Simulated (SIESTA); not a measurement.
Ag under changes of volume

One of the cells (17.048 Å³/atom); the others are scaled copies at fixed shape and fractional positions:

```xyz
1
Lattice="0.0000 2.0427 2.0427 2.0427 0.0000 2.0427 2.0427 2.0427 0.0000" Properties=species:S:1:pos:R:3 pbc="T T T"
Ag    0.0000    0.0000    0.0000
```

* Program: SIESTA 5.4.2
* Functional: AM05
* Potentials or basis: PseudoDojo 0.4 standard (PBEsol files)
* Basis: DZP (energy shift 0.003 Ry; two zetas on semicore shells)
* Grid cutoff: 800 Ry
* Energy shift: 0.003 Ry
* k mesh: 11 × 11 × 11
* Occupations: fermi-dirac, width 0.05 eV
* Spin: no spin polarisation

```tsv
volume (Å³/atom)	energy over the lowest point (meV/atom)	pressure (GPa)
16.025	11.31	5.6
16.366	?	?
16.707	0.00	0.1
17.048	2.93	-2.4
17.389	10.25	-4.2
17.730	21.37	-6.0
18.071	35.85	-7.5
```

Task: What does the run at 16.366 Å³/atom give?

Result: Energy over the lowest point 2.71 meV/atom; pressure 2.6 GPa.

Worked out: A Birch-Murnaghan fit of order 3 (a polynomial in V^(-2/3)) to the other rows has its minimum at 16.69 Å³/atom with B0 = V·E''(V) = 124 GPa and B' = 6.9. It gives 2.54 meV/atom at 16.366 Å³/atom, against the run's 2.71, and -dE/dV = 2.6 GPa, against 2.6.

Energies are extrapolated to zero smearing.

Caveats: short orbitals over semicore shells can move pressures by several GPa; the potentials were made for another functional, which shifts forces and pressure; the basis of atomic orbitals isn't converged, which shifts pressures, moduli and gaps.
